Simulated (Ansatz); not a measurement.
Wanted: the native input for an Ansatz 0.2.0 run.

| Item | Value |
| --- | --- |
| Task | relaxation of cell and atoms |
| Functional | revPBE |
| Dispersion | D3(BJ) |
| Potentials or basis | Ansatz PAW |
| Cutoff | 420 eV (not typed: the program's choice for these potentials) |
| k mesh | 8 × 8 × 8 |
| Occupations | fermi-dirac, width 0.05 eV |
| Spin | no spin polarisation |

CdSe:

```xyz
2
Lattice="0.0000 3.0703 3.0703 3.0703 0.0000 3.0703 3.0703 3.0703 0.0000" Properties=species:S:1:pos:R:3 pbc="T T T"
Cd    0.0000    0.0000    0.0000
Se    1.5351    1.5351    1.5351
```

Measurements of this composition are mostly on another form, of space group No. 186.

These files were run (other wordings do the same):

input.yaml

```yaml
crystal:
  lattice:
    - [0.0, 3.0702711986, 3.0702711986]
    - [3.0702711986, 0.0, 3.0702711986]
    - [3.0702711986, 3.0702711986, 0.0]
  atoms:
    - { symbol: Cd, position: [0.0, 0.0, 0.0] }
    - { symbol: Se, position: [0.25, 0.25, 0.25] }
hamiltonian:
  xc: revpbe
  pseudopotentials: { kind: paw }
  dispersion: d3bj
kpoints:
  mp_grid: { grid: [8, 8, 8] }
scf:
  occupations: { method: fermi_dirac, width: 0.05 }
output:
  forces: true
  stress: true
  write_density: true
  write_potential: true
  elf: true
  volumetric_format: npy
relax:
  f_tol: 0.01
  max_steps: 40
  cell: { stress_tol: 0.05 }
```

Potentials or basis: Ansatz PAW.

The run is started by

```sh
$ ansatz run input.yaml --threads 2 --pin off --max-ram 5632MiB --backend cpu --events-out ev --progress --plain --runs-dir out
```

Results of the run:

| Quantity | Value |
| --- | --- |
| Relaxed volume | 28.22 Å³/atom |
| Relaxed cell | a = 4.305 Å, b = 4.305 Å, c = 4.305 Å, α = 60.00°, β = 60.00°, γ = 60.00° |
| Space group after relaxing (to 0.05 Å) | F-43m (No. 216) |
| Energy gained by relaxing | 2.9 meV/atom |
| Ionic steps | 4 |
| Pressure after relaxing | 0.0 GPa |
| Band gap on the k mesh | 0.73 eV, direct |

Caveat: the plane-wave basis is chosen anew once the cell has moved, so the energies of steps on either side of that aren't comparable; the PAW data sets come from PBE, with cores solved anew for the run's functional, which leaves a small shift of forces and pressure.

Wall time 23 s on 2 threads of Intel(R) Xeon(R) Processor @ 2.50GHz (Skylake/Cascade Lake), with other jobs on the host, peak memory 0.4 GiB.
